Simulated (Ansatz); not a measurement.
Crystal: Si2W.

```xyz
3
Lattice="-1.6069 1.6069 3.9150 1.6069 -1.6069 3.9150 1.6069 1.6069 -3.9150" Properties=species:S:1:pos:R:3 pbc="T T T"
W     0.0000    0.0000    0.0000
Si    0.0000    0.0000    5.2092
Si    0.0000    0.0000    2.6207
```

Base run:

| Item | Value |
| --- | --- |
| Program | Ansatz 0.2.0 |
| Functional | PBE |
| Potentials or basis | Ansatz PAW |
| Cutoff | 420 eV (not typed: the program's choice for these potentials) |
| k mesh | 12 × 12 × 12 |
| Occupations | fermi-dirac, width 0.05 eV |
| Spin | no spin polarisation |

Its results: band gap on the k mesh none (metal or under the smearing width); pressure 3.3 GPa; largest force 0.076 eV/Å.

Question: The run is repeated on the same cell with these changes: functional from PBE to LDA. What comes out?

Answer: Band gap on the k mesh none (metal or under the smearing width); pressure -5.8 GPa; largest force 0.051 eV/Å.

LDA binds more tightly than PBE, so the same cell stands under less pressure.

Caveats: spin-orbit coupling is left out, which moves the levels of the heavy elements; the PAW data sets come from PBE, with cores solved anew for the run's functional, which leaves a small shift of forces and pressure (some runs).
